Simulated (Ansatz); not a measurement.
Set up this calculation in Ansatz 0.2.0, as the native input.

* Task: elastic constants
* Functional: PBEsol
* Potentials or basis: Ansatz PAW
* Cutoff: 420 eV (not typed: the program's choice for these potentials)
* k mesh: 6 × 6 × 5
* Occupations: fixed
* Spin: no spin polarisation
* Atoms under strain: relaxed

The system is SnO.

```
Sn O
1.0
     3.81370    0.00000    0.00000
     0.00000    3.81370    0.00000
     0.00000    0.00000    4.88691
Sn O
2 2
Cartesian
  1.9068 0.0000 3.7367
  0.0000 1.9068 1.1503
  0.0000 0.0000 0.0000
  1.9068 1.9068 0.0000
```

The cell is a database's computed one.

One way to write it, as run:

input.yaml

```yaml
crystal:
  lattice:
    - [3.81369522, 0.0, 0.0]
    - [0.0, 3.81369522, 0.0]
    - [0.0, 0.0, 4.8869133]
  atoms:
    - { symbol: Sn, position: [0.5, 0.0, 0.76462614] }
    - { symbol: Sn, position: [0.0, 0.5, 0.23537386] }
    - { symbol: O, position: [0.0, 0.0, 0.0] }
    - { symbol: O, position: [0.5, 0.5, 0.0] }
hamiltonian:
  xc: pbesol
  pseudopotentials: { kind: paw }
kpoints:
  mp_grid: { grid: [6, 6, 5] }
scf:
  occupations: { method: fixed }
output:
  forces: true
  stress: true
elastic:
  mode: relaxed_ion
  stencil: two_point
```

Potentials or basis: Ansatz PAW.

Launch:

```console
$ ansatz run input.yaml --threads 2 --pin off --max-ram 5120MiB --backend cpu --events-out ev --progress --plain --runs-dir out
```

It gave:

```
Pressure               : -0.7 GPa
Band gap on the k mesh : 0.10 eV, indirect (least direct gap 1.98 eV)
Voigt bulk modulus     : 48 GPa
```

Caveat: odd divisions of the mesh miss points on the zone boundary, where band edges often lie, so the gap on the mesh can be too wide; the pressure holds a Pulay correction of +0.5 GPa for the finite cutoff; spin-orbit coupling is left out, which moves the levels of the heavy elements; the PAW data sets come from PBE, with cores solved anew for the run's functional, which leaves a small shift of forces and pressure.

It took 3.5 min on 2 threads of Intel(R) Xeon(R) Processor @ 2.50GHz (Skylake/Cascade Lake), on a shared host, peak memory 0.45 GiB.
